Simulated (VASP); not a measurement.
# Cu (P6_3/mmc) in VASP: notebook

Aim: see how the results for Cu move with the level of theory and the settings. Levels: r2SCAN, PBE. Tasks: single point.

All numbers are computed with VASP 6.6.1; they aren't measurements. Logs are shortened: lines on timing, memory, paths and dates and some standing lists are left out, and cuts for length are marked.

## (1) The undisturbed crystal

It takes space group P6_3/mmc (No. 194, hexagonal). The conventional cell has a = 2.567 Å, b = 2.567 Å, c = 8.387 Å, α = 90.00°, β = 90.00°, γ = 120.00°. Cu (site symmetry -3m) has 12 Cu at 2.57 Å as nearest neighbours. Cu (site symmetry -6m2) is surrounded by 12 Cu at 2.57 Å.

This isn't the form of Cu at room conditions, which is fcc.

## (2) Single point, r2SCAN (functional r2SCAN, strained and moved within the space group)

POSCAR reads:

```
Cu
1.0
    2.5576660483      0.0000000000      0.0000000000
   -1.2788330242      2.2150037722      0.0000000000
    0.0000000000      0.0000000000      8.3496381743
Cu
4
Direct
    0.0000000000      0.0000000000      0.0000000000
    0.3333333300      0.6666666700      0.2500000000
    0.0000000000      0.0000000000      0.5000000000
    0.6666666700      0.3333333300      0.7500000000
```

INCAR.step1 reads:

```
SYSTEM = Cu
PREC     = Accurate       ! precision mode
ENCUT    = 520            ! plane-wave cutoff, eV
ISMEAR   = 0              ! smearing method
SIGMA    = 0.1            ! smearing width, eV
LREAL    = .FALSE.        ! projectors in reciprocal space
LASPH    = .TRUE.         ! aspherical terms in the spheres
NELM     = 100            ! most SCF steps
NBANDS   = 30             ! bands
GGA      = PE             ! functional
ALGO     = Normal         ! electronic algorithm
EDIFF    = 1E-4           ! SCF threshold, eV
LWAVE    = .TRUE.         ! write WAVECAR
LCHARG   = .FALSE.        ! write CHGCAR
```

INCAR.step2 reads:

```
SYSTEM = Cu
PREC     = Accurate       ! precision mode
ENCUT    = 520            ! plane-wave cutoff, eV
EDIFF    = 1E-6           ! SCF threshold, eV
ISMEAR   = 0              ! smearing method
SIGMA    = 0.1            ! smearing width, eV
LREAL    = .FALSE.        ! projectors in reciprocal space
LASPH    = .TRUE.         ! aspherical terms in the spheres
NELM     = 100            ! most SCF steps
ALGO     = Normal         ! electronic algorithm
ISIF     = 2              ! what is computed and relaxed
LWAVE    = .FALSE.        ! write WAVECAR
LCHARG   = .FALSE.        ! write CHGCAR
METAGGA  = R2SCAN         ! meta-GGA
LMIXTAU  = .TRUE.       
NBANDS   = 30             ! bands
ISTART   = 1
```

KPOINTS reads:

```
regular mesh
0
G
  18 18 6
  0 0 0
```

Potentials or basis: VASP PAW PBE potentials, release 64 (Cu).

On the command line:

```
cat potpaw_PBE.64/Cu/POTCAR > POTCAR
cp INCAR.step1 INCAR
mpirun -np 1 vasp_std > vasp.out
cp INCAR.step2 INCAR
mpirun -np 1 vasp_std > vasp.out
```

OUTCAR:

```text
SYSTEM = Cu
   PREC = Accurate
   ENCUT = 520
   EDIFF = 1E-6
   ISMEAR = 0
   LREAL = .FALSE.
   LASPH = .TRUE.
   NELM = 100
   ISIF = 2
   METAGGA = R2SCAN
   ISTART = 1

 ion  position               nearest neighbor table
   1  0.000  0.000  0.000-   2 2.56   4 2.56   4 2.56   2 2.56   4 2.56   2 2.56
   2  0.333  0.667  0.250-   1 2.56   3 2.56   1 2.56   3 2.56   1 2.56   3 2.56
   3  0.000  0.000  0.500-   2 2.56   4 2.56   4 2.56   2 2.56   4 2.56   2 2.56
   4  0.667  0.333  0.750-   1 2.56   3 2.56   1 2.56   3 2.56   1 2.56   3 2.56

  LATTYP: Found a hexagonal cell.
 ALAT       =     2.5576660483
 C/A-ratio  =     3.2645537051

  Lattice vectors:

 A1 = (   2.5576660483,   0.0000000000,   0.0000000000)
 A2 = (  -1.2788330242,   2.2150037722,   0.0000000000)
 A3 = (   0.0000000000,   0.0000000000,   8.3496381743)

Analysis of symmetry for initial positions (statically):
=====================================================================
 Subroutine PRICEL returns:
 Original cell was already a primitive cell.

 Routine SETGRP: Setting up the symmetry group for a
 hexagonal supercell.

 Subroutine GETGRP returns: Found 24 space group operations
 (whereof 12 operations were pure point group operations)
 out of a pool of 24 trial point group operations.

The static configuration has the point symmetry D_3d.
 The point group associated with its full space group is D_6h.

Analysis of symmetry for dynamics (positions and initial velocities):
=====================================================================
 Subroutine PRICEL returns:
 Original cell was already a primitive cell.

 Routine SETGRP: Setting up the symmetry group for a
 hexagonal supercell.

 Subroutine GETGRP returns: Found 24 space group operations
 (whereof 12 operations were pure point group operations)
 out of a pool of 24 trial point group operations.

The dynamic configuration has the point symmetry D_3d.
 The point group associated with its full space group is D_6h.

 Subroutine INISYM returns: Found 24 space group operations
 (whereof 12 operations are pure point group operations),
 and found     1 'primitive' translations

----------------------------------------------------------------------------------------

                                     Primitive cell

  volume of cell :      47.3027

  direct lattice vectors                    reciprocal lattice vectors
     2.557666048  0.000000000  0.000000000     0.390981458  0.225733250  0.000000000
    -1.278833024  2.215003772  0.000000000     0.000000000  0.451466500  0.000000000
     0.000000000  0.000000000  8.349638174     0.000000000  0.000000000  0.119765669

  length of vectors
     2.557666048  2.557666048  8.349638174     0.451466500  0.451466500  0.119765669

  position of ions in fractional coordinates (direct lattice)
     0.000000000  0.000000000  0.000000000
     0.333333330  0.666666670  0.250000000
     0.000000000  0.000000000  0.500000000
     0.666666670  0.333333330  0.750000000

  ion indices of the primitive-cell ions
   primitive index   ion index
                 1           1
                 2           2
                 3           3
                 4           4

----------------------------------------------------------------------------------------

 KPOINTS: regular mesh

Automatic generation of k-mesh.
 Grid dimensions read from file:
 generate k-points for:   18   18    6

 Generating k-lattice:

  Cartesian coordinates                     Fractional coordinates (reciprocal lattice)
     0.021721192  0.012540736  0.000000000     0.055555556  0.000000000  0.000000000
     0.000000000  0.025081472  0.000000000     0.000000000  0.055555556  0.000000000
     0.000000000  0.000000000  0.019960945     0.000000000  0.000000000  0.166666667

  Length of vectors
     0.025081472  0.025081472  0.019960945

  Shift w.r.t. Gamma in fractional coordinates (k-lattice)
     0.000000000  0.000000000  0.000000000

 Subroutine IBZKPT returns following result:
 ===========================================

 Found    148 irreducible k-points:

 Following reciprocal coordinates:
            Coordinates               Weight
  0.000000  0.000000  0.000000      1.000000
  0.055556  0.000000  0.000000      6.000000
  0.111111  0.000000  0.000000      6.000000
  0.166667  0.000000  0.000000      6.000000
  0.222222  0.000000  0.000000      6.000000
  0.277778  0.000000  0.000000      6.000000
[... 16 lines left out ...]
  0.333333  0.111111  0.000000     12.000000
  0.388889  0.111111  0.000000     12.000000
 [... further k-points ...]
   k-points           NKPTS =    148   k-points in BZ     NKDIM =    148   number of bands    NBANDS=     30
   number of dos      NEDOS =    301   number of ions     NIONS =      4
   total plane-waves  NPLWV =  25600
   dimension x,y,z NGX =    20 NGY =   20 NGZ =   64
   dimension x,y,z NGXF=    40 NGYF=   40 NGZF=  128
   ions per type =               4
   NGX,Y,Z   is equivalent  to a cutoff of  13.00, 13.00, 12.74 a.u.
   NGXF,Y,Z  is equivalent  to a cutoff of  26.00, 26.00, 25.49 a.u.
 SYSTEM =  Cu
   PREC   = accura    normal or accurate (medium, high low for compatibility)
   ISTART =      1    job   : 0-new  1-cont  2-samecut
   ICHARG =      0    charge: 1-file 2-atom 10-const
   ISPIN  =      1    spin polarized calculation?
   LNONCOLLINEAR =      F non collinear calculations
   LSORBIT =      F    spin-orbit coupling
   LASPH  =      T    aspherical Exc in radial PAW
   ENCUT  =  520.0 eV  38.22 Ry    6.18 a.u.   4.76  4.76 15.52*2*pi/ulx,y,z
   NELM   =    100;   NELMIN=  2; NELMDL=  0     # of ELM steps
   EDIFF  = 0.1E-05   stopping-criterion for ELM
   LREAL  =      F    real-space projection
   EDIFFG = 0.1E-04   stopping-criterion for IOM
   NSW    =      0    number of steps for IOM
   IBRION =     -1    ionic relax: 0-MD 1-quasi-New 2-CG
   NFREE  =      0    steps in history (QN), initial steepest desc. (CG)
   ISIF   =      2    stress and relaxation
   ISYM   =      2    0-nonsym 1-usesym 2-fastsym
   POTIM  = 0.5000    time-step for ionic-motion
   TEBEG  =    0.0;   TEEND  =   0.0 temperature during run
   PSTRESS=    0.0 pullay stress
   NELECT =      44.0000    total number of electrons
   NUPDOWN=      -1.0000    fix difference up-down
   EMIN   =  10.00;   EMAX   =-10.00  energy-range for DOS
   EFERMI =   0.00;   METHOD = LEGACY
   ISMEAR =     0;   SIGMA  =   0.10  broadening in eV -4-tet -1-fermi 0-gaus
   EFERMI_NEDOS =   21; number of points for ismear=-14 and -15
   IALGO  =     38    algorithm
   IMIX   =      4    mixing-type and parameters
     AMIX     =   0.40;   BMIX     =  1.00
     AMIX_MAG =   1.60;   BMIX_MAG =  1.00
  volume/ion in A,a.u.               =      11.83        79.80
  Fermi-wavevector in a.u.,A,eV,Ry     =   1.598075  3.019923 34.747139  2.553843
  Thomas-Fermi vector in A             =   2.695581
   LORBIT       =      0    0 simple, 1 ext, 2 COOP (PROOUT), +10 PAW based schemes
   METAGGA = R2SCAN    functional components
   LHFCALC =     F    Hartree Fock is set to
   AEXX    =    0.0000 exact exchange contribution
   IVDW    =     0    specifies the selected vdW correction
   LEPSILON=     F    determine dielectric tensor
   LRPA    =     F    only Hartree local field effects (RPA)
 non-spin polarized calculation
 Gauss-broadening in eV      SIGMA  =   0.10
  energy-cutoff  :      520.00
  volume of cell :       47.30
 maximum number of plane-waves:      1304
 NGX is ok and might be reduce to    20
   NGX =  9   NGY =  9   NGZ = 31

 number of electron      44.0000016 magnetization

 Free energy of the ion-electron system (eV)
  ---------------------------------------------------
  ext. energy  EPLUGINS =         0.00000000
  ---------------------------------------------------
  free energy    TOTEN  =       -43.27198761 eV

  energy without entropy =      -43.26518004  energy(sigma->0) =      -43.26858382

 E-fermi :   7.3333     XC(G=0): -13.7349

 val. band max:        7.3171385464   @ k =   0.4444   0.0556   0.5000
 cond. band min:       7.3355887572   @ k =   0.3889   0.0556   0.0000
 fundamental gap:      0.0184502108
 Fermi energy:         7.3333328572

 k-point     1 :       0.0000    0.0000    0.0000
  band No.  band energies     occupation
      1      -2.2754      2.00000
      2      -0.0734      2.00000
      3      -0.0669      2.00000
      4       2.1571      2.00000
      5       3.9956      2.00000
      6       3.9992      2.00000
[... 22 lines left out ...]
     29      30.1973      0.00000
     30      30.2469      0.00000

 k-point     2 :       0.0556    0.0000    0.0000
  band No.  band energies     occupation
      1      -2.1716      2.00000
      2       0.0194      2.00000
      3       0.0258      2.00000
      4       2.2174      2.00000
      5       3.9426      2.00000
      6       3.9734      2.00000
[... 22 lines left out ...]
     29      28.9755      0.00000
     30      29.0094      0.00000

 k-point     3 :       0.1111    0.0000    0.0000
  band No.  band energies     occupation
      1      -1.8630      2.00000
      2       0.2909      2.00000
      3       0.2971      2.00000
      4       2.3874      2.00000
      5       3.8248      2.00000
      6       3.9071      2.00000
[... 22 lines left out ...]
     29      26.8727      0.00000
     30      26.8865      0.00000

 k-point     4 :       0.1667    0.0000    0.0000
  band No.  band energies     occupation
      1      -1.3595      2.00000
      2       0.7170      2.00000
      3       0.7229      2.00000
      4       2.6304      2.00000
      5       3.6953      2.00000
      6       3.8133      2.00000
[... 616 lines left out ...]
     29      19.4685      0.00000
     30      21.8397      0.00000

 k-point    23 :       0.3333    0.1111    0.0000
  band No.  band energies     occupation
      1       1.9673      2.00000
      2       2.4232      2.00000
      3       2.5127      2.00000
      4       2.9825      2.00000
      5       3.2698      2.00000
      6       3.3683      2.00000
[... 22 lines left out ...]
     29      18.8685      0.00000
     30      20.9408      0.00000

 k-point    24 :       0.3889    0.1111    0.0000
  band No.  band energies     occupation
      1       2.3049      2.00000
      2       2.4497      2.00000
      3       2.7085      2.00000
      4       2.9492      2.00000
      5       3.2711      2.00000
      6       3.2867      2.00000
[... 22 lines left out ...]
     29      18.4311      0.00000
     30      19.1541      0.00000

 [... further k-points ...]

------------------------ aborting loop because EDIFF is reached ----------------------------------------

  FORCE on cell =-STRESS in cart. coord.  units (eV):
  Direction    XX          YY          ZZ          XY          YZ          ZX
  --------------------------------------------------------------------------------------
  -------------------------------------------------------------------------------------
  Total       -1.2735476     -1.2735476     -1.1986015      0.0000000      0.0000000      0.0000000
  in kB      -43.1359943    -43.1359943    -40.5975130      0.0000000      0.0000000      0.0000000
  external PRESSURE =     -42.2898338 kB  Pullay stress =       0.0000000 kB

 VOLUME and BASIS-vectors are now :
 -----------------------------------------------------------------------------
  energy-cutoff  :      520.00
  volume of cell :       47.30
      direct lattice vectors                 reciprocal lattice vectors
     2.557666048  0.000000000  0.000000000     0.390981458  0.225733250  0.000000000
    -1.278833024  2.215003772  0.000000000     0.000000000  0.451466500  0.000000000
     0.000000000  0.000000000  8.349638174     0.000000000  0.000000000  0.119765669

 POSITION                                       TOTAL-FORCE (eV/Angst)
 -----------------------------------------------------------------------------------
      0.00000      0.00000      0.00000         0.000000      0.000000      0.000000
     -0.00000      1.47667      2.08741        -0.000000     -0.000000      0.000000
      0.00000      0.00000      4.17482         0.000000      0.000000      0.000000
      1.27883      0.73833      6.26223        -0.000000      0.000000      0.000000
 -----------------------------------------------------------------------------------
    total drift:                               -0.000000      0.000000      0.000000

  FREE ENERGIE OF THE ION-ELECTRON SYSTEM (eV)
  ---------------------------------------------------
  free  energy   TOTEN  =       -43.2719876084 eV

  energy  without entropy=      -43.2651800353  energy(sigma->0) =      -43.26858382
```

Run time: 8.2 min. Hardware: 1 thread of Intel Xeon Platinum 8488C (Sapphire Rapids), shared host; peak memory 0.27 GiB.

What came out:

| Quantity | Value |
| --- | --- |
| Free energy | -43.2720 eV |
| Pressure | -4.2 GPa |
| Band gap on the k mesh | none (metal or under the smearing width) |

Caveat: the PAW data sets were made with another functional, which shifts forces and pressure a little.

(Continued in part 2 of 2.)
